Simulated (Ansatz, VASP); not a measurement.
# Two plane-wave programs on Si

```
Si
1.0
     4.12095    0.00000    0.00000
    -2.06047    3.56885    0.00000
     0.00000    0.00000    2.65479
Si
2
Direct
  0.33333 0.66667 0.50000
  0.66667 0.33333 0.50000
```

The cell was built by a generator and needn't be a form met in nature.

Alike in both runs: task relaxation of cell and atoms; functional PBEsol; k mesh 8 × 8 × 10; occupations fermi-dirac, width 0.05 eV; no spin polarisation.

|  | VASP | Ansatz |
| --- | --- | --- |
| version | VASP 6.6.1 | Ansatz 0.2.0 |
| potentials or method | VASP PAW PBE potentials, release 64 (Si) | Ansatz PAW |
| plane-wave cutoff (eV) | 600 | 420 |
| valence electrons in the cell | 8 | 8 |

```csv
,VASP,Ansatz,Ansatz less VASP
"gap on the k mesh at the Fermi level, each at its own relaxed structure (eV)",none,none,-
relaxed volume (Å³/atom),19.10,19.09,-0.018
relaxed cell length with the largest relative difference (Å),2.628,2.627,-0.0013
energy change over the relaxation (meV/atom),-3,-3,-0.3
```

A gap of «none» marks a metal or a gap that the smearing closes.

Caveats: the PAW data sets were made with another functional, which shifts forces and pressure a little (VASP); the plane-wave basis is chosen anew once the cell has moved, so the energies of steps on either side of that aren't comparable (Ansatz); the PAW data sets come from PBE, with cores solved anew for the run's functional, which leaves a small shift of forces and pressure (Ansatz).
